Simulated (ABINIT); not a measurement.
Co:

```
CELL_PARAMETERS angstrom
2.47200 0.00000 0.00000
-1.23600 2.14081 0.00000
0.00000 0.00000 4.02114
ATOMIC_POSITIONS crystal
Co 0.66667 0.33333 0.75000
Co 0.33333 0.66667 0.25000
```

Base run:

```yaml
Program: ABINIT 10.8.3 (patched build)
Functional: PBE
Potentials_or_basis: JTH PAW PBE v2.0
Cutoff: 707 eV
k_mesh: 10 × 10 × 6
Occupations: fermi-dirac, width 0.05 eV
Spin: collinear spin, ferromagnetic start
Starting_moments: "[2.0, 2.0] μB"
```

Its results: band gap on the k mesh none (metal or under the smearing width); pressure 5.8 GPa; net moment 3.30 μB per cell; site moments Co +1.72 μB.

**Question.** The run is repeated on the same cell with these changes: k mesh from 10 × 10 × 6 to 7 × 7 × 4. What comes out?

**Answer.** Band gap on the k mesh none (metal or under the smearing width); pressure 4.3 GPa; net moment 3.11 μB per cell; site moments Co +1.63 μB.

Caveats: some runs use coarse meshes.
